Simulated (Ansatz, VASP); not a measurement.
## PtSe2 (Sudovikovite) in VASP and in Ansatz

INCAR

```
SYSTEM = PtSe2
PREC = Accurate
ENCUT = 520
EDIFF = 1E-6
ISMEAR = -1
SIGMA = 0.05
LREAL = .False.
LASPH = .True.
NELM = 80
ALGO = Normal
ISIF = 2
LWAVE = .False.
LCHARG = .False.
GGA = B5
ALDAX = 1.0
AGGAX = 1.0
AGGAC = 1.0
ALDAC = 0.0
IVDW = 13
VDW_S6 = 1.0
VDW_S8 = 2.34076671
VDW_A1 = 0.44488865
VDW_A2 = 4.0933009
NBANDS = 18
```

The input KPOINTS:

```
Automatic mesh
0
Gamma
  8 8 5
  0 0 0
```

File POSCAR:

```
PtSe2
1.0
    3.7970381507      0.0000000000      0.0000000000
   -1.8985190754      3.2883314977      0.0000000000
    0.0000000000      0.0000000000      5.1612801071
Pt Se
1 2
Direct
    0.0000000000      0.0000000000      0.0000000000
    0.6666666667      0.3333333333      0.7500000000
    0.3333333333      0.6666666667      0.2500000000
```

input.yaml

```yaml
crystal:
  lattice:
    - [3.7970381507, 0.0, 0.0]
    - [-1.8985190754, 3.2883314977, 0.0]
    - [0.0, 0.0, 5.1612801071]
  atoms:
    - { symbol: Pt, position: [0.0, 0.0, 0.0] }
    - { symbol: Se, position: [0.6666666667, 0.3333333333, 0.75] }
    - { symbol: Se, position: [0.3333333333, 0.6666666667, 0.25] }
hamiltonian:
  xc: blyp
  pseudopotentials: { kind: paw }
  dispersion: d4
kpoints:
  mp_grid: { grid: [8, 8, 5] }
scf:
  occupations: { method: fermi_dirac, width: 0.05 }
output:
  forces: true
  stress: true
  eigenvalues: true
  write_density: true
  write_potential: true
  elf: true
  volumetric_format: npy
```

Alike in both runs: task single point; functional BLYP; dispersion D4; k mesh 8 × 8 × 5; occupations fermi-dirac, width 0.05 eV; no spin polarisation.

```csv
,VASP,Ansatz
version,VASP 6.6.1,Ansatz 0.2.0
potentials or method,"VASP PAW PBE potentials, release 64 (Pt, Se)",Ansatz PAW
plane-wave cutoff (eV),520,420
valence electrons in the cell,22,50
```

Ansatz gave:

```
gap on the k mesh at the Fermi level (eV)       : none
pressure (GPa)                                  : -0.3
largest component of the traceless stress (GPa) : 0.08
rms of the force components (eV/Å)              : 0.194
dispersion energy (meV/atom)                    : -911.2
```

Task: Which values does VASP return?

Result: gap on the k mesh at the Fermi level (eV): none; pressure (GPa): 0.3; largest component of the traceless stress (GPa): 0.22; rms of the force components (eV/Å): 0.223; dispersion energy (meV/atom): -911.0.

Atom by atom the forces differ by 0.028 eV/Å (rms over components). A gap of «none» marks a metal or a gap that the smearing closes. The two sets of potentials don't hold the same shells in valence.

Caveats: pairwise dispersion overbinds metals, which lowers pressure and volume; the PAW data sets were made with another functional, which shifts forces and pressure a little (VASP); the PAW data sets come from PBE, with cores solved anew for the run's functional, which leaves a small shift of forces and pressure (Ansatz). The runs have no spin-orbit coupling, so splittings on Pt are missing.
